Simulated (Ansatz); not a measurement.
YN: do energies and stresses tell the same story?

Method: DFT PBE, scalar-relativistic, plane waves, PAW (Ansatz).

Cutoff 420 eV; k points 12×12×12 on the computed 2-atom cell (Γ-centred); Gaussian smearing, width 0.01 eV; no spin polarisation.

Relaxed cell: Fm-3m, a = 4.906 Å, b = 4.906 Å, c = 4.906 Å, α = 90.00°, β = 90.00°, γ = 90.00°, 2 atoms in the primitive cell.

Energies at zero smearing and pressures from the stress tensor, at volumes with shape and atoms relaxed:
```
V (Å³/atom) E − E(first) (meV/atom) P (GPa)
     12.988                     0.00    26.59
     13.431                   -61.75    18.33
     13.873                  -102.34    11.23
     14.316                  -124.80     5.18
     14.759                  -131.79     0.00
     15.202                  -125.50    -4.42
     15.645                  -107.92    -8.21
     16.235                   -69.67   -12.41
```

**Question.** Check P = −dE/dV between neighbouring volumes, and get the bulk modulus from the pressures alone.

**Answer.** With 1 eV/Å³ = 160.2 GPa:
| middle V (Å³/atom) | −ΔE/ΔV (GPa) | mean P (GPa) |
| --- | --- | --- |
| 13.209 | 22.345 | 22.459 |
| 13.652 | 14.688 | 14.780 |
| 14.095 | 8.127 | 8.205 |
| 14.538 | 2.529 | 2.589 |
| 14.980 | -2.275 | -2.212 |
| 15.423 | -6.362 | -6.315 |
| 15.940 | -10.382 | -10.307 |

The two differ by 0.11 GPa at most. The mean of two end pressures misses the average over a step by about ΔV² P″/12, up to 0.11 GPa here; with that taken off 0.01 GPa remains. Around V = 14.759 Å³/atom, the two neighbours give B = −V ΔP/ΔV = 14.759 × 9.60 / 0.886 = 160.0 GPa, against B0 = 159.2 GPa from the Birch–Murnaghan fit of the energies.